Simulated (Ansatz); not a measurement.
# MnAs (P6_3/mmc) in Ansatz: a series of runs

One crystal, MnAs, is run at these levels: RPBE, revPBE, PBE+D4, PBEsol+D3(BJ); tasks: relaxation of cell and atoms.

All numbers are computed with Ansatz 0.2.0; they aren't measurements. Logs are shortened: lines on timing, memory, paths and dates and some standing lists are left out, and cuts for length are marked.

**1. The structure**

Symmetry: P6_3/mmc, No. 194, hexagonal system. Conventional cell: a = 3.710 Å, b = 3.710 Å, c = 5.691 Å, α = 90.00°, β = 90.00°, γ = 120.00°. As (site symmetry -6m2) is surrounded by 6 Mn at 2.57 Å. Mn (site symmetry -3m) is surrounded by 6 As at 2.57 Å and 2 Mn at 2.85 Å.

**2. Relaxation of cell and atoms, RPBE, collinear spin, ferromagnetic start**

input.yaml reads:

```yaml
crystal:
  lattice:
    - [3.71, 0.0, 0.0]
    - [-1.855, 3.212954248, 0.0]
    - [0.0, 0.0, 5.691]
  atoms:
    - { symbol: As, position: [0.6666666667, 0.3333333333, 0.75] }
    - { symbol: As, position: [0.3333333333, 0.6666666667, 0.25] }
    - { symbol: Mn, position: [0.0, 0.0, 0.5], spin: 4.0 }
    - { symbol: Mn, position: [0.0, 0.0, 0.0], spin: 4.0 }
hamiltonian:
  xc: rpbe
  pseudopotentials: { kind: paw }
magnetization:
  spin_polarized: true
kpoints:
  mp_grid: { grid: [8, 8, 5] }
scf:
  occupations: { method: fermi_dirac, width: 0.05 }
output:
  forces: true
  stress: true
  write_density: true
  write_potential: true
  elf: true
  volumetric_format: npy
relax:
  f_tol: 0.01
  max_steps: 40
  cell: { stress_tol: 0.05 }
```

Potentials or basis: Ansatz PAW.

Launch:

```
$ ansatz run input.yaml --threads 2 --pin off --max-ram 5632MiB --backend cpu --events-out ev --progress --plain --runs-dir out
```

Standard output:

```text
Warning: RAYON_NUM_THREADS=2 ignored (pool sized by the plan → 2); use --threads N
Engine: ansatz 0.2.0, x86_64-unknown-linux-gnu
Pseudopotentials: kind: paw
Pseudopotential: As, paw, valence charge 15, recommended cutoff 420 eV (normal), As.paw.azcp
Pseudopotential: Mn, paw, valence charge 15, recommended cutoff 420 eV (normal), Mn.paw.azcp
Functional definition: RPBE
  parameter kappa = 0.804
  parameter beta = 0.06672455060314922
  exchange = rpbe_x(kappa = kappa, mu = beta*pi^2/3)
  correlation = pbe_c(beta = beta)
Crystal: 4 atoms, lattice volume = 67.837 Å³
Basis set: ecut = 420 eV, 1339 PW (Γ), exchange–correlation on 50×50×80 points (8 copies of the dense FFT grid, shifted against one another)
Bands: 41, of which v1, the nominal top of the filled ones, is band 30 counted from 1 (29 counted from 0)
Symmetry: 24 space group operations
Space group: P63/mmc (ITA 194), of the structure as read, at distance tolerance 4.1e-5 Å
Magnetic group: BNS 194.263 (UNI 1493), of the structure as read, at distance tolerance 4.1e-5 Å
k-points: 30 of 320
Non-local potential: As, projectors of the file, l = 0: 2, l = 1: 2, l = 2: 3, l = 3: 1
Non-local potential: Mn, projectors of the file, l = 0: 3, l = 1: 2, l = 2: 3, l = 3: 1
PAW form: soft (Blöchl's): semilocal exchange-correlation on the pseudo side does not see the compensation charge
PAW frozen core: As, regenerated for the run's functional, and the local potential with it (the file was generated under x = pbe(κ = 0.804, μ = 0.2195149727645171), c = pbe(β = 0.06672455060314922))
PAW frozen core: Mn, regenerated for the run's functional, and the local potential with it (the file was generated under x = pbe(κ = 0.804, μ = 0.2195149727645171), c = pbe(β = 0.06672455060314922))
PAW one-centre angular grid: As, 590 points (default); XC on 64 Gauss nodes
PAW one-centre angular grid: Mn, 590 points (default); XC on 64 Gauss nodes
Initial density: superposition of atomic densities (chi_scale 0.1, normalization cell)
Starting moments: Σ|m| = 8 μB on 2 of 4 sites
Initial wavefunctions: pseudopotential atomic-orbital guess
Functional: x = rpbe, c = pbe(β = 0.06672455060314922)
iter 1 solved again at ethr=6.89e-4 eV; its pass at ethr=3.10e-3 eV (dr2=4.13e-1 eV) is discarded
SCF iter   1: F=—  HF=-17530.855975 eV  |F-HF|=—  |Δ(HF+E_count)|=         —  Δρ=1.82e-2 (↑1.77e-2 ↓1.82e-2)  dr2=4.16e-1  dr2_m=9.04e-2  M=7.118 μB ∫|m|=7.764 μB  β_m=0.30  ethr=6.89e-4  ⟨swp⟩=1.4  Hψ=11175  notcnv=0
Mixer restart at iter 1: flushing history
preconditioner: auto → Kerker (q_TF=auto, 2.673 Å⁻¹)  [metal: Δε(μ)=0.068 eV  Ē_g=8.556 eV  σ=0.050 eV  W_gap=0.32  n_scr=22 (ndim 8)  ℏωp=22.1 eV  f_vac=0.000  D(μ)=1.65/eV (n_scr^D=8)]
spin=Collinear: Kerker preconditioning applied to the charge; magnetization (m = ρ↑ − ρ↓) channel mixes plain (no charge-response kernel on spin).
SCF iter   2: F=—  HF=-17531.030421 eV  |F-HF|=—  |Δ(HF+E_count)|=   1.74e-1  Δρ=1.50e-2 (↑1.15e-2 ↓1.50e-2)  dr2=2.14e-1  dr2_m=4.89e-2  M=7.050 μB ∫|m|=7.740 μB  β_m=0.53  ethr=6.89e-4  ⟨swp⟩=2.0  Hψ=3090  notcnv=0
[... 65 lines left out ...]
Free energy (F): -17531.954101 eV
Harris-Foulkes:  -17531.954101 eV  (|F-HF|=0.00e0)
Internal energy: -17531.935024 eV  (E = F + TS)
E sigma→0 (E₀):  -17531.944563 eV
Entropy (-TS):   -0.019077 eV (-4.769 meV/atom)
Fermi energy:    13.384315 eV
--- Per-component energies (eV) ---
  E_band       = -911.278676
  E_kinetic    = 812.113365
  E_local      = -7138.269908  (includes V_loc(G=0)·N_el)
  E_nonlocal   = -852.119493
  E_hartree    = 3427.298554
  E_xc         = -384.405611
  E_vxc        = -446.946384  (∫ρ·V_xc dr)
  E_paw        = -6298.453869  (= ΣΔE_a)
  E_vpaw       = -140.653312  (= ΣTr[D̂ρ^β])
  E_aug_tail   = -0.000008  (compensation charges beyond the density's cutoff)
  E_ewald      = -7097.530368
  E_core_change = -0.567685  (= ΣΔE_core)
  E_smearing   = -0.019077  (= −TS)
  E_closure    = 0.000000  (closes the sum)
  Σ components = -17531.954101   (vs F -17531.954101, Δ=0.00e0)
--- Forces (eV/Å), atoms counted from 1 ---
  atom   1  As     0.00000000    -0.00000000     0.00000000
  atom   2  As    -0.00000000     0.00000000    -0.00000000
  atom   3  Mn     0.00000000     0.00000000     0.00000000
  atom   4  Mn     0.00000000     0.00000000    -0.00000000
  max |Σ_I F_I| component: 2.31e-18 eV/Å
--- Stress (GPa, compression-positive) ---
       -0.000775      -0.000000       0.000000
        0.000000      -0.000775      -0.000000
        0.000000      -0.000000       0.023220
  P = ⅓ Tr σ = 0.0072 GPa (0.072 kbar)
--- Band table (eV; the first three rows and the last of 60) ---
  k-point 0 ↑: bands = ["-67.8926", "-67.8815", "-36.6700", "-36.6700", "-36.6584", "-36.6584", "-36.4548", "-36.3364", "-22.3066", "-22.3066", "-22.3002", "-22.3002", "-22.2961", "-22.2954", "-22.2896", "-22.2896", "-22.2884", "-22.2884", "0.2268", "2.9120", "6.9834", "9.0902", "9.0902", "9.8654", "10.3351", "10.3351", "10.6149", "10.6149", "11.5380", "11.5380", "13.0166", "13.8219", "13.8219", "15.0837", "16.1286", "16.1286", "17.0080", "18.3959", "20.0244", "20.0244", "23.1307"]
  k-point 1 ↑: bands = ["-67.8915", "-67.8826", "-36.6689", "-36.6689", "-36.6595", "-36.6595", "-36.4436", "-36.3478", "-22.3060", "-22.3060", "-22.3008", "-22.3008", "-22.2960", "-22.2954", "-22.2894", "-22.2894", "-22.2885", "-22.2885", "0.3917", "2.4574", "7.6427", "9.2064", "9.2064", "9.9352", "10.4091", "10.4091", "10.4451", "10.4451", "11.2989", "11.2989", "12.7749", "14.1258", "14.2187", "14.2187", "16.0156", "16.0156", "17.3692", "19.0937", "20.0194", "20.0194", "21.9344"]
  k-point 2 ↑: bands = ["-67.8888", "-67.8854", "-36.6660", "-36.6660", "-36.6624", "-36.6624", "-36.4141", "-36.3775", "-22.3045", "-22.3045", "-22.3025", "-22.3025", "-22.2958", "-22.2956", "-22.2891", "-22.2891", "-22.2887", "-22.2887", "0.8724", "1.6145", "8.9736", "9.5364", "9.5364", "9.8858", "10.0087", "10.0087", "10.6163", "10.6163", "10.9234", "10.9234", "12.3909", "12.7397", "14.9808", "14.9808", "15.6397", "15.6397", "18.2677", "19.2558", "20.1813", "20.1813", "20.7881"]
  k-point 29 ↓: bands = ["-64.3690", "-64.3651", "-33.1298", "-33.1280", "-33.1252", "-33.1235", "-33.0790", "-33.0369", "-22.3249", "-22.3242", "-22.3242", "-22.3222", "-22.3173", "-22.3173", "-22.3098", "-22.3096", "-22.3088", "-22.3085", "2.5135", "2.5816", "8.0908", "8.3720", "9.0687", "9.6672", "11.2132", "11.2604", "13.6244", "13.9657", "14.0762", "14.2698", "14.4835", "14.5638", "14.9525", "15.1384", "16.9788", "17.2995", "19.5010", "20.2129", "20.6215", "21.6508", "22.4362"]
--- Relaxed structure (3 steps of the walk, 3 accepted, 1 SCFs on fresh bases) ---
  F+E_penalty+E_count = -17531.95410136 eV   max|allowed force component| = 2.776e-17 eV/Å   (the final SCF, on the basis selected at the relaxed cell)
  cell:  # Å, volume = 67.8852 Å³
    - [3.746925628134402, 0.0, 3.649926724462672e-35]
    - [-1.873462814067201, 3.2449327800553567, -5.329565646561975e-19]
    - [5.598849862276881e-35, -9.440084032716712e-19, 5.583340249107232]
  atoms:
    - { symbol: As, position: [0.6666666666666667, 0.33333333333333326, 0.7500000000000001] }
    - { symbol: As, position: [0.33333333333333326, 0.6666666666666666, 0.25] }
    - { symbol: Mn, position: [3.611118645726067e-35, 0.0, 0.5] }
    - { symbol: Mn, position: [4.503545324630797e-35, 1.389295812186907e-35, 1.762587441050229e-37] }
```

Run time: 20 s. Hardware: 2 threads of Intel Xeon Platinum 8488C (Sapphire Rapids), shared host; peak memory 0.53 GiB.

What came out:

| Quantity | Value |
| --- | --- |
| Free energy | -17531.9541 eV |
| Relaxed volume | 16.97 Å³/atom |
| Relaxed cell | a = 3.747 Å, b = 3.747 Å, c = 5.583 Å, α = 90.00°, β = 90.00°, γ = 120.00° |
| Space group after relaxing (to 0.05 Å) | P6_3/mmc (No. 194) |
| Energy gained by relaxing | 2.4 meV/atom |
| Ionic steps | 4 |
| Pressure after relaxing | 0.0 GPa |
| Band gap on the k mesh | none (metal or under the smearing width) |
| Net moment | 6.36 μB per cell |
| Absolute moment | 7.16 μB per cell |
| Site moments | As -0.13; Mn +3.20 μB |

The path:
```tsv
step	energy change (eV)	largest force (eV/Å)	volume (Å³)
1	0.0000	0.0000	67.84
2	-0.0096	0.0000	67.89
3	-0.0097	0.0000	67.89
4	-0.0097	0.0000	67.89
```

Final structure:
```
As Mn
1.0
     3.74693    0.00000    0.00000
    -1.87346    3.24493    0.00000
     0.00000    0.00000    5.58334
As Mn
2 2
Cartesian
  1.8735 1.0816 4.1875
  0.0000 2.1633 1.3958
  0.0000 0.0000 2.7917
  0.0000 0.0000 0.0000
```

Caveat: the plane-wave basis is chosen anew once the cell has moved, so the energies of steps on either side of that aren't comparable; only a ferromagnetic start was run, and an antiferromagnetic order may lie lower in energy; the PAW data sets come from PBE, with cores solved anew for the run's functional, which leaves a small shift of forces and pressure.

(Part 1 of 2 ends here.)
